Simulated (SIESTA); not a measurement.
The system is GaAs.

```xyz
2
Lattice="0.0000 2.8268 2.8268 2.8268 0.0000 2.8268 2.8268 2.8268 0.0000" Properties=species:S:1:pos:R:3 pbc="T T T"
As    4.2403    4.2403    4.2403
Ga    0.0000    0.0000    0.0000
```

Base run:

| Item | Value |
| --- | --- |
| Program | SIESTA 5.4.2 |
| Functional | BLYP |
| Potentials or basis | PseudoDojo 0.4 standard (PBE files) |
| Basis | DZP (energy shift 0.002 Ry; radii capped at 9.5 bohr) |
| Grid cutoff | 800 Ry |
| Energy shift | 0.002 Ry |
| k mesh | 8 × 8 × 8 |
| Occupations | fermi-dirac, width 0.05 eV |
| Spin | no spin polarisation |

Its results: band gap on the k mesh 0.36 eV, direct; pressure 8.4 GPa.

Question: After a change of settings the same cell gave: band gap on the k mesh 0.56 eV, direct; pressure 5.4 GPa. Which change was it?
A. functional from BLYP to PBE
B. basis from DZP (energy shift 0.002 Ry; radii capped at 9.5 bohr) to DZP (energy shift 0.003 Ry; two zetas on semicore shells); energy shift from 0.002 Ry to 0.003 Ry
C. functional from BLYP to WC; potentials or basis from PseudoDojo 0.4 standard (PBE files) to PseudoDojo 0.4 standard (PBEsol files)
D. functional from BLYP to AM05; potentials or basis from PseudoDojo 0.4 standard (PBE files) to PseudoDojo 0.4 standard (PBEsol files)

Answer: A.

PBE binds more tightly than BLYP, so the same cell stands under less pressure.

Caveats: semicore shells carry a single zeta, which can move pressures by several GPa and volumes by a few percent; the basis of atomic orbitals isn't converged, which shifts pressures, moduli and gaps; the potentials were made for another functional, which shifts forces and pressure (some runs).

Not every run made on this cell is shown here.
